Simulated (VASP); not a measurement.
**From an Ansatz input to VASP: BAs (rocksalt)**

Ansatz input

```yaml
crystal:
  lattice:
    - [0.0, 2.158618, 2.158618]
    - [2.158618, 0.0, 2.158618]
    - [2.158618, 2.158618, 0.0]
  atoms:
    - { symbol: B, position: [0.0, 0.0, 0.0] }
    - { symbol: As, position: [0.5, 0.5, 0.5] }
kpoints:
  mp_grid: { grid: [10, 10, 10] }
hamiltonian:
  xc: pbe
scf:
  occupations: { method: fermi_dirac, width: 0.02 }
relax:
  f_tol: 0.005
  cell: {}
```

Problem. Translate this input to VASP.

Solution. 

INCAR

```
LREAL = .FALSE.
EDIFFG = -5E-3
IBRION = 2
GGA = PE
LCHARG = .FALSE.
NSW = 40
ISIF = 3
NELM = 120
LWAVE = .FALSE.
PREC = Accurate
SIGMA = 0.02
ISMEAR = -1
NBANDS = 11
EDIFF = 1E-7
ENCUT = 600
LASPH = .TRUE.
```

KPOINTS

```
KPOINTS created by Atomic Simulation Environment
0
Gamma
10 10 10
0 0 0
```

POSCAR

```
B  As
 1.0000000000000000
     0.0000000000000000    2.1586180000000001    2.1586180000000001
     2.1586180000000001    0.0000000000000000    2.1586180000000001
     2.1586180000000001    2.1586180000000001    0.0000000000000000
 B   As
   1   1
Cartesian
  0.0000000000000000  0.0000000000000000  0.0000000000000000
  2.1586180000000001  2.1586180000000001  2.1586180000000001
```

VASP ran with the recommended PBE PAW datasets (8 valence electrons in the cell). Other inputs would serve too.

```tsv
	Ansatz	VASP
relaxed cell vector lengths	3.260, 3.260, 3.260 Å	3.263, 3.263, 3.263 Å
relaxed cell volume	24.50 Å³	24.57 Å³
```

Datasets and cutoffs are each program's own. VASP's cell holds 8 valence electrons and Ansatz's 18.
